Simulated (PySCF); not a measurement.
Species: propionate ion, C3H5O2 (charge -1).
SMILES with atom numbers: `[CH3:1][CH2:2][C:3](=[O:4])[O-:5]` (hydrogens: H6, H7, H8 on C1; H9, H10 on C2)

Structure used (GFN2-xTB), in Å, numbered top down from 1:
```xyz
10
C3H5O2 angstrom
C     -1.106   -0.119    0.339
C      0.146   -0.385   -0.485
C      1.340    0.534    0.025
O      1.224    1.741   -0.229
O      2.253   -0.055    0.621
H     -1.971   -0.676   -0.037
H     -1.336    0.945    0.310
H     -0.939   -0.403    1.377
H     -0.046   -0.145   -1.536
H      0.443   -1.434   -0.407
```

The closed-shell ground state was solved at several levels (PySCF, density fitting, gas phase, non-relativistic). No diffuse functions stand in pcJ-1 and pcSseg-1, which bears on an anion's orbital energies.

```
              level  basis functions  total energy (Eh)  HOMO (eV)  LUMO (eV)  gap (eV)
CAM-B3LYP/def2-SVPD              146          -267.5465      -2.82       5.02      7.84
      PBE0/pcSseg-1              110          -267.5030      -0.79       5.70      6.49
```

Q: What might B3LYP/pcJ-1 (185 basis functions) give for the same quantities?

A: Total energy -267.8441 Eh, HOMO -0.50 eV, LUMO 5.42 eV, gap 5.92 eV.

Q: Over all these levels, which gives the widest orbital gap and which the narrowest?

A: CAM-B3LYP/def2-SVPD (range-separated hybrid) has the widest, 7.84 eV, and B3LYP/pcJ-1 (global hybrid, 20 % exact exchange) the narrowest, 5.92 eV. Functional and basis both differ between the two, so the spread mixes both effects.

One conformer stands for the species.
